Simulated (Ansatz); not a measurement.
**TiSi2: a listed cell, distorted in several ways**

How do energy, forces, pressure and gap of TiSi2 change under moves of single atoms, further strains and shifts, swapped elements, distortions that keep the symmetry, other functionals? Each case is one self-consistent run.

Program: Ansatz 0.2.0. Level of theory: DFT PBE, scalar-relativistic, plane waves, PAW. These are calculated values, not measurements.

**1. The structure to begin with**

The structure is orthorhombic, space group Immm (No. 71). Conventional cell: a = 2.946 Å, b = 3.424 Å, c = 8.424 Å, α = 90.00°, β = 90.00°, γ = 90.00°. Ti (site symmetry mmm) has 10 Si at 2.67 to 2.78 Å and 2 Ti at 2.95 Å as nearest neighbours. Si (site symmetry mm2) has 7 Si at 2.63 to 2.95 Å and 5 Ti at 2.67 to 2.78 Å as nearest neighbours.

As a file:

```
Ti Si
1.0
    -1.47287    1.71213    4.21208
     1.47287   -1.71213    4.21208
     1.47287    1.71213   -4.21208
Ti Si
1 2
Direct
  0.00000 0.00000 0.00000
  0.32992 0.32992 0.00000
  0.67008 0.67008 0.00000
```

The structure comes from the Materials Project (structure only).

**2. Another functional, on a distorted cell: r2SCAN**

The change: strain xx, yy, zz, yz, xz, xy = -3.2, +4.3, +1.3, +0.0, +0.0, +0.0 %; atoms moved by 0.25 Å root mean square, at most 0.31 Å.

File input.yaml:

```yaml
crystal:
  lattice:
    - [-1.4251951334, 1.7851865871, 4.2650710041]
    - [1.4251951334, -1.7851865871, 4.2650710041]
    - [1.4251951334, 1.7851865871, -4.2650710041]
  atoms:
    - { symbol: Ti, position: [0.0, 0.0, 0.0] }
    - { symbol: Si, position: [0.3662681757, 0.3662681757, 0.0] }
    - { symbol: Si, position: [0.6337318243, 0.6337318243, 0.0] }
basis:
  ecutwfc: 500
kpoints:
  mp_grid: { grid: [18, 18, 18] }
hamiltonian:
  xc: r2scan
scf:
  occupations: { method: gaussian, width: 0.1 }
output:
  forces: true
  stress: true
  eigenvalues: true
```

Log (excerpt; [...] marks lines left out):

```text
Warning: RAYON_NUM_THREADS=1 ignored (pool sized by the plan → 1); use --threads N
[...]
Pseudopotentials: kind: paw
Pseudopotential: Ti, paw, valence charge 12, recommended cutoff 500 eV (meta_gga), Ti.paw.azcp
Pseudopotential: Si, paw, valence charge 4, recommended cutoff 500 eV (meta_gga), Si.paw.azcp
Functional definition: r2SCAN
[...]
Crystal: 3 atoms, lattice volume = 43.405 Å³
Basis set: ecut = 500 eV, 1109 PW (Γ), FFT grids on a1+a3, a2+a3, a3, exchange–correlation on 108×96×144 points (64 copies of the dense FFT grid, shifted against one another)
Bands: 14, of which v1, the nominal top of the filled ones, is band 10 counted from 1 (9 counted from 0)
Symmetry: 8 space group operations
Space group: Immm (ITA 71), of the structure as read, at distance tolerance 3.5e-5 Å
k-points: 865 of 5832
[...]
SCF iter   1: F=—  HF=-3782.664334 eV  |F-HF|=—  |Δ(HF+E_count)|=         —  Δρ=1.25e-2  dr2=7.53e-2  dr2_τ=3.24e-2  ethr=1.77e-3  ⟨swp⟩=5.0  Hψ=71283  notcnv=0
[...]
SCF iter   7: F=-3782.718611 eV  HF=-3782.718611 eV  |F-HF|=6.43e-9  |Δ(HF+E_count)|=   2.00e-7  Δρ=5.57e-6  dr2=1.86e-8  dr2_τ=4.16e-10  ethr=5.00e-10  ⟨swp⟩=4.7  Hψ=42694  notcnv=0
[...]
SCF converged after 7 iterations
Free energy (F): -3782.718611 eV
[...]
E sigma→0 (E₀):  -3782.714468 eV
Entropy (-TS):   -0.008286 eV (-2.762 meV/atom)
Fermi energy:    12.021101 eV
[...]
--- Forces (eV/Å), atoms counted from 1 ---
  atom   1  Ti     0.00000000     0.00000000     0.00000000
  atom   2  Si     0.00000000     0.00000000    -3.03215471
  atom   3  Si     0.00000000     0.00000000     3.03215471
[...]
--- Stress (GPa, compression-positive) ---
        8.716705       0.000000       0.000000
        0.000000      10.091298       0.000000
        0.000000       0.000000       8.962767
  P = ⅓ Tr σ = 9.2569 GPa (92.569 kbar)
--- Band table (eV; the first three rows and the last of 865) ---
  k-point 0: bands = ["-46.6062", "-21.9477", "-21.8855", "-21.5586", "-0.9713", "6.0860", "7.3017", "10.0552", "10.7147", "12.6197", "13.9470", "14.2124", "15.3749", "15.9683"]
[...]
```

Wall time 43 s (1 thread of an x86-64 CPU, shared host); peak memory 0.97 GiB.

**3. One atom moved**

The change: atom 1 (Ti) moved by 0.15 Å.

File input.yaml:

```yaml
crystal:
  lattice:
    - [-1.472872, 1.71213, 4.212083]
    - [1.472872, -1.71213, 4.212083]
    - [1.472872, 1.71213, -4.212083]
  atoms:
    - { symbol: Ti, position: [0.0178059169, 0.0178059169, 0.0] }
    - { symbol: Si, position: [0.329922, 0.329922, 0.0] }
    - { symbol: Si, position: [0.670078, 0.670078, 0.0] }
basis:
  ecutwfc: 420
kpoints:
  mp_grid: { grid: [16, 16, 16] }
hamiltonian:
  xc: pbe
scf:
  occupations: { method: gaussian, width: 0.1 }
output:
  forces: true
  stress: true
  eigenvalues: true
```

Log (excerpt; [...] marks lines left out):

```text
Warning: RAYON_NUM_THREADS=1 ignored (pool sized by the plan → 1); use --threads N
[...]
[... 1 set-up line as earlier in the session ...]
Pseudopotential: Ti, paw, valence charge 12, recommended cutoff 420 eV (normal), Ti.paw.azcp
Pseudopotential: Si, paw, valence charge 4, recommended cutoff 420 eV (normal), Si.paw.azcp
Functional definition: PBE
[...]
Crystal: 3 atoms, lattice volume = 42.487 Å³
Basis set: ecut = 420 eV, 839 PW (Γ), FFT grids on a1+a3, a2+a3, a3, exchange–correlation on 48×40×64 points (8 copies of the dense FFT grid, shifted against one another)
Bands: 14, of which v1, the nominal top of the filled ones, is band 10 counted from 1 (9 counted from 0)
Symmetry: 4 space group operations
Space group: Imm2 (ITA 44), of the structure as read, at distance tolerance 3.5e-5 Å
k-points: 621 of 4096 (time reversal used)
[...]
SCF iter   1: F=—  HF=-3772.365463 eV  |F-HF|=—  |Δ(HF+E_count)|=         —  Δρ=4.22e-3  dr2=7.86e-3  ethr=1.77e-3  ⟨swp⟩=5.0  Hψ=48313  notcnv=0
[...]
SCF iter   6: F=-3772.364218 eV  HF=-3772.364218 eV  |F-HF|=1.14e-8  |Δ(HF+E_count)|=   7.61e-8  Δρ=7.90e-6  dr2=2.11e-8  ethr=5.00e-10  ⟨swp⟩=5.6  Hψ=39033  notcnv=0
[...]
SCF converged after 6 iterations
Free energy (F): -3772.364218 eV
[...]
E sigma→0 (E₀):  -3772.361096 eV
Entropy (-TS):   -0.006244 eV (-2.081 meV/atom)
Fermi energy:    12.413930 eV
[...]
--- Forces (eV/Å), atoms counted from 1 ---
  atom   1  Ti    -0.00000000     0.00000000    -1.34934284
  atom   2  Si     0.00000000     0.00000000     0.74882109
  atom   3  Si     0.00000000     0.00000000     0.60054429
[...]
--- Stress (GPa, compression-positive) ---
        1.955137      -0.000000       0.000000
       -0.000000       0.954229      -0.000000
        0.000000      -0.000000       1.814100
  P = ⅓ Tr σ = 1.5745 GPa (15.745 kbar)
--- Band table (eV; the first three rows and the last of 621) ---
  k-point 0: bands = ["-43.8094", "-20.1453", "-20.1337", "-19.8791", "-0.1434", "7.6093", "8.3182", "10.2554", "11.7514", "13.1688", "14.4876", "14.7984", "15.5588", "16.2018"]
[...]
```

Wall time 22 s (1 thread of an x86-64 CPU, shared host); peak memory 0.74 GiB.

Sizes of the forces (eV/Å): Ti1 1.35, Si2 0.75, Si3 0.60.

**4. A distortion of lower symmetry**

Against the listed cell: strain xx, yy, zz, yz, xz, xy = -2.7, -3.5, -2.8, -1.0, -0.1, +0.2 %; atoms moved by 0.06 Å root mean square, at most 0.07 Å.

File input.yaml:

```yaml
crystal:
  lattice:
    - [-1.4327087815, 1.607213046, 4.0788249533]
    - [1.4252955155, -1.691454706, 4.1104752986]
    - [1.4406188221, 1.6982593746, -4.1130675533]
  atoms:
    - { symbol: Ti, position: [0.0, 0.0, 0.0] }
    - { symbol: Si, position: [0.3435945064, 0.3289605259, 0.0216790768] }
    - { symbol: Si, position: [0.6564054936, 0.6710394741, -0.0216790768] }
basis:
  ecutwfc: 420
kpoints:
  mp_grid: { grid: [12, 14, 16] }
hamiltonian:
  xc: pbe
scf:
  occupations: { method: gaussian, width: 0.1 }
output:
  forces: true
  stress: true
  eigenvalues: true
```

Log (excerpt; [...] marks lines left out):

```text
Warning: RAYON_NUM_THREADS=1 ignored (pool sized by the plan → 1); use --threads N
[...]
[... 4 set-up lines as earlier in the session ...]
[...]
Crystal: 3 atoms, lattice volume = 38.785 Å³
Basis set: ecut = 420 eV, 757 PW (Γ), FFT grids on a1+a3, a2+a3, −a1, exchange–correlation on 48×40×64 points (8 copies of the dense FFT grid, shifted against one another)
Bands: 14, of which v1, the nominal top of the filled ones, is band 10 counted from 1 (9 counted from 0)
Symmetry: 2 space group operations
Space group: P-1 (ITA 2), of the structure as read, at distance tolerance 3.4e-5 Å
k-points: 1348 of 2688
[...]
SCF iter   1: F=—  HF=-3772.222332 eV  |F-HF|=—  |Δ(HF+E_count)|=         —  Δρ=4.45e-3  dr2=9.58e-3  ethr=1.77e-3  ⟨swp⟩=5.0  Hψ=108155  notcnv=0
[...]
SCF iter   6: F=-3772.220919 eV  HF=-3772.220919 eV  |F-HF|=7.56e-9  |Δ(HF+E_count)|=   1.11e-7  Δρ=5.16e-6  dr2=1.15e-8  ethr=5.00e-10  ⟨swp⟩=5.5  Hψ=83876  notcnv=0
[...]
SCF converged after 6 iterations
Free energy (F): -3772.220919 eV
[...]
E sigma→0 (E₀):  -3772.217845 eV
Entropy (-TS):   -0.006148 eV (-2.049 meV/atom)
Fermi energy:    13.821242 eV
[...]
--- Forces (eV/Å), atoms counted from 1 ---
  atom   1  Ti     0.00000000     0.00000000     0.00000000
  atom   2  Si    -0.06605755    -0.82670362     0.39135839
  atom   3  Si     0.06605755     0.82670362    -0.39135839
[...]
--- Stress (GPa, compression-positive) ---
       16.176310      -0.432233       0.299995
       -0.432233      16.163414       4.009681
        0.299996       4.009682      17.316490
  P = ⅓ Tr σ = 16.5521 GPa (165.521 kbar)
--- Band table (eV; the first three rows and the last of 1348) ---
  k-point 0: bands = ["-42.1644", "-18.5421", "-18.4925", "-18.2108", "0.5152", "8.8489", "9.7266", "11.4702", "13.1023", "14.4849", "15.8787", "16.5375", "17.6196", "18.0177"]
[...]
```

It took 30 s on 1 thread of an x86-64 CPU, shared host; peak memory 0.94 GiB.

**5. Substitution of an element, cell strained: Ti → Ni, first probe**

The change: Ni takes all sites of Ti, and lengths are scaled by 0.943 as a first guess of the size; strain xx, yy, zz, yz, xz, xy = -1.0, -1.0, -1.0, +0.0, +0.0, +0.0 %.

File input.yaml:

```yaml
crystal:
  lattice:
    - [-1.375623814, 1.5990845102, 3.9339750375]
    - [1.375623814, -1.5990845102, 3.9339750375]
    - [1.375623814, 1.5990845102, -3.9339750375]
  atoms:
    - { symbol: Ni, position: [0.0, 0.0, 0.0], spin: 2.0 }
    - { symbol: Si, position: [0.329922, 0.329922, 0.0] }
    - { symbol: Si, position: [0.670078, 0.670078, 0.0] }
basis:
  ecutwfc: 420
kpoints:
  mp_grid: { grid: [8, 8, 8] }
hamiltonian:
  xc: pbe
scf:
  occupations: { method: gaussian, width: 0.1 }
  lower_state_search: "off"
output:
  forces: true
  stress: true
  eigenvalues: true
  populations: true
magnetization:
  spin_polarized: true
```

Log (excerpt; [...] marks lines left out):

```text
Warning: RAYON_NUM_THREADS=1 ignored (pool sized by the plan → 1); use --threads N
[...]
[... 1 set-up line as earlier in the session ...]
Pseudopotential: Ni, paw, valence charge 18, recommended cutoff 420 eV (normal), Ni.paw.azcp
[... 2 set-up lines as earlier in the session ...]
[...]
Crystal: 3 atoms, lattice volume = 34.615 Å³
Basis set: ecut = 420 eV, 685 PW (Γ), FFT grids on a1+a3, a2+a3, a3, exchange–correlation on 48×40×60 points (8 copies of the dense FFT grid, shifted against one another)
Bands: 18, of which v1, the nominal top of the filled ones, is band 13 counted from 1 (12 counted from 0)
[... 1 set-up line as earlier in the session ...]
Space group: Immm (ITA 71), of the structure as read, at distance tolerance 3.3e-5 Å
Magnetic group: BNS 71.533 (UNI 631), of the structure as read, at distance tolerance 3.3e-5 Å
k-points: 95 of 512
[...]
Starting moments: Σ|m| = 2 μB on 1 of 3 sites
[...]
WARN: the starting moments were not kept: the SCF closed with an absolute magnetisation of 2.9e-6 μB, where they sum to 2 μB in size (1 site). That is at most 0.1 of that sum. Measured as dr2_m measures the in/out step, that magnetisation stands 7.7e-12 eV from none, at or under the [...]
Free energy (F): -7110.933746 eV
[...]
E sigma→0 (E₀):  -7110.930313 eV
Entropy (-TS):   -0.006865 eV (-2.288 meV/atom)
Fermi energy:    15.544448 eV
[...]
--- Forces (eV/Å), atoms counted from 1 ---
  atom   1  Ni     0.00000000     0.00000000     0.00000000
  atom   2  Si     0.00000000     0.00000000     0.79494011
  atom   3  Si     0.00000000     0.00000000    -0.79494011
[...]
--- Stress (GPa, compression-positive) ---
       10.444789       0.000000       0.000000
        0.000000      26.323841       0.000000
        0.000000       0.000000      10.530800
  P = ⅓ Tr σ = 15.7665 GPa (157.665 kbar)
--- Band table (eV; the first three rows and the last of 190) ---
  k-point 0 ↑: bands = ["-88.2943", "-48.7328", "-48.7079", "-48.6890", "0.3497", "8.8929", "9.9948", "11.5408", "11.9180", "13.0083", "13.3727", "14.7664", "16.1309", "16.9632", "17.3516", "19.4459", "21.6696", "21.7868"]
[...]
--- Löwdin populations: 3 sites ---
  site symbol       q [e]    m [muB]
     0     Ni     17.4726    -0.0000
     1     Si      4.0902    -0.0000
     2     Si      4.0902    -0.0000
  spilling = 0.013343 (of n_electrons = 26.000000)
```

It took 8.1 s on 1 thread of an x86-64 CPU, shared host; peak memory 0.43 GiB.

By site:

| atom | Löwdin electrons |
| --- | --- |
| Ni1 | 17.47 |
| Si2 | 4.09 |
| Si3 | 4.09 |

The Löwdin counts miss 0.35 of the 26 electrons, which the atomic orbitals do not span, so they are no charges.

**6. One element swapped, cell strained: Ti → Ni**

File input.yaml:

```yaml
crystal:
  lattice:
    - [-1.375623814, 1.5990845102, 3.9339750375]
    - [1.375623814, -1.5990845102, 3.9339750375]
    - [1.375623814, 1.5990845102, -3.9339750375]
  atoms:
    - { symbol: Ni, position: [0.0, 0.0, 0.0] }
    - { symbol: Si, position: [0.329922, 0.329922, 0.0] }
    - { symbol: Si, position: [0.670078, 0.670078, 0.0] }
basis:
  ecutwfc: 420
kpoints:
  mp_grid: { grid: [20, 20, 20] }
hamiltonian:
  xc: pbe
scf:
  occupations: { method: gaussian, width: 0.1 }
output:
  forces: true
  stress: true
  eigenvalues: true
```

Log (excerpt; [...] marks lines left out):

```text
Warning: RAYON_NUM_THREADS=1 ignored (pool sized by the plan → 1); use --threads N
[...]
[... 4 set-up lines as earlier in the session ...]
[...]
Crystal: 3 atoms, lattice volume = 34.615 Å³
Basis set: ecut = 420 eV, 685 PW (Γ), FFT grids on a1+a3, a2+a3, a3, exchange–correlation on 48×40×60 points (8 copies of the dense FFT grid, shifted against one another)
Bands: 17, of which v1, the nominal top of the filled ones, is band 13 counted from 1 (12 counted from 0)
[... 2 set-up lines as earlier in the session ...]
k-points: 1166 of 8000
[...]
SCF iter   1: F=—  HF=-7110.930359 eV  |F-HF|=—  |Δ(HF+E_count)|=         —  Δρ=1.29e-2  dr2=3.13e-2  ethr=1.77e-3  ⟨swp⟩=5.2  Hψ=101241  notcnv=0
[...]
SCF iter   6: F=-7110.926557 eV  HF=-7110.926557 eV  |F-HF|=9.61e-9  |Δ(HF+E_count)|=   2.73e-8  Δρ=1.23e-5  dr2=4.14e-8  ethr=3.85e-10  ⟨swp⟩=5.6  Hψ=92813  notcnv=0
[...]
SCF converged after 6 iterations
Free energy (F): -7110.926557 eV
[...]
E sigma→0 (E₀):  -7110.922551 eV
Entropy (-TS):   -0.008012 eV (-2.671 meV/atom)
Fermi energy:    15.580529 eV
[...]
--- Forces (eV/Å), atoms counted from 1 ---
  atom   1  Ni     0.00000000     0.00000000    -0.00000000
  atom   2  Si     0.00000000     0.00000000     0.87396457
  atom   3  Si     0.00000000     0.00000000    -0.87396457
[...]
--- Stress (GPa, compression-positive) ---
       11.832068       0.000000       0.000000
        0.000000      25.074762       0.000000
        0.000000       0.000000       9.562988
  P = ⅓ Tr σ = 15.4899 GPa (154.899 kbar)
--- Band table (eV; the first three rows and the last of 1166) ---
  k-point 0: bands = ["-88.2991", "-48.7328", "-48.7150", "-48.6945", "0.3463", "8.8967", "9.9948", "11.5375", "11.9191", "13.0017", "13.3712", "14.7635", "16.1239", "16.9555", "17.3555", "19.4372", "21.6620"]
[...]
```

Run time: 24 s. Hardware: 1 thread of an x86-64 CPU, shared host; peak memory 0.84 GiB.

**7. A distortion that keeps the symmetry**

The change: strain xx, yy, zz, yz, xz, xy = +3.1, +8.6, +2.2, +0.0, +0.0, +0.0 %; atoms moved by 0.03 Å root mean square, at most 0.04 Å.

File input.yaml:

```yaml
crystal:
  lattice:
    - [-1.5178682396, 1.8600237894, 4.3056333634]
    - [1.5178682396, -1.8600237894, 4.3056333634]
    - [1.5178682396, 1.8600237894, -4.3056333634]
  atoms:
    - { symbol: Ti, position: [0.0, 0.0, 0.0] }
    - { symbol: Si, position: [0.3342835411, 0.3342835411, 0.0] }
    - { symbol: Si, position: [0.6657164589, 0.6657164589, 0.0] }
basis:
  ecutwfc: 420
kpoints:
  mp_grid: { grid: [18, 18, 18] }
hamiltonian:
  xc: pbe
scf:
  occupations: { method: gaussian, width: 0.1 }
output:
  forces: true
  stress: true
  eigenvalues: true
```

Log (excerpt; [...] marks lines left out):

```text
Warning: RAYON_NUM_THREADS=1 ignored (pool sized by the plan → 1); use --threads N
[...]
[... 4 set-up lines as earlier in the session ...]
[...]
Crystal: 3 atoms, lattice volume = 48.624 Å³
Basis set: ecut = 420 eV, 933 PW (Γ), FFT grids on a1+a3, a2+a3, a3, exchange–correlation on 50×48×72 points (8 copies of the dense FFT grid, shifted against one another)
Bands: 14, of which v1, the nominal top of the filled ones, is band 10 counted from 1 (9 counted from 0)
[... 1 set-up line as earlier in the session ...]
Space group: Immm (ITA 71), of the structure as read, at distance tolerance 3.6e-5 Å
k-points: 865 of 5832
[...]
SCF iter   1: F=—  HF=-3772.139299 eV  |F-HF|=—  |Δ(HF+E_count)|=         —  Δρ=5.60e-3  dr2=1.83e-2  ethr=1.77e-3  ⟨swp⟩=5.0  Hψ=65774  notcnv=0
[...]
SCF iter   6: F=-3772.136133 eV  HF=-3772.136133 eV  |F-HF|=1.13e-10  |Δ(HF+E_count)|=   6.25e-8  Δρ=3.65e-6  dr2=4.79e-9  ethr=5.00e-10  ⟨swp⟩=5.4  Hψ=48994  notcnv=0
[...]
SCF converged after 6 iterations
Free energy (F): -3772.136133 eV
[...]
E sigma→0 (E₀):  -3772.132199 eV
Entropy (-TS):   -0.007868 eV (-2.623 meV/atom)
Fermi energy:    10.530260 eV
[...]
--- Forces (eV/Å), atoms counted from 1 ---
  atom   1  Ti     0.00000000     0.00000000     0.00000000
  atom   2  Si     0.00000000    -0.00000000     0.06379084
  atom   3  Si    -0.00000000     0.00000000    -0.06379084
[...]
--- Stress (GPa, compression-positive) ---
      -11.197722       0.000000       0.000000
        0.000000     -17.672775      -0.000000
        0.000000      -0.000000     -11.446795
  P = ⅓ Tr σ = -13.4391 GPa (-134.391 kbar)
--- Band table (eV; the first three rows and the last of 865) ---
  k-point 0: bands = ["-46.0767", "-22.4018", "-22.3471", "-22.1440", "-1.0678", "6.2582", "6.4650", "8.2638", "10.0216", "11.5318", "11.8604", "12.4771", "12.5449", "13.8504"]
[...]
```

It took 22 s on 1 thread of an x86-64 CPU, shared host; peak memory 0.81 GiB.

**8. All points side by side**

| step | case | energy (meV/atom) | pressure (GPa) | largest force (eV/Å) | gap on the mesh (eV) |
| --- | --- | --- | --- | --- | --- |
| 2 | another functional, on a distorted cell: r2SCAN | n/a | 9.3 | 3.03 | 0.00 |
| 3 | one atom moved | +0.0 | 1.6 | 1.35 | 0.00 |
| 4 | a distortion of lower symmetry | +47.8* | 16.6 | 0.92 | 0.00 |
| 6 | one element swapped, cell strained: Ti → Ni | n/a | 15.5 | 0.87 | 0.00 |
| 7 | a distortion that keeps the symmetry | +76.3* | -13.4 | 0.06 | 0.00 |

Energies are counted from step 3, with the smearing taken to zero; a star marks another k mesh, which can shift energies by itself, so starred rows don't rank against the others. Other atoms or functionals have another zero of energy (n/a). A gap of 0.00 means none on the mesh at this level.

In words: Among the distorted cells of the listed formula and level the largest force, 1.35 eV/Å, acts on Ti1 in step 3. The distorted cells of the listed formula and level show no gap on the mesh. Spin polarisation is off in the runs that give these values; a magnetic solution could lie lower.
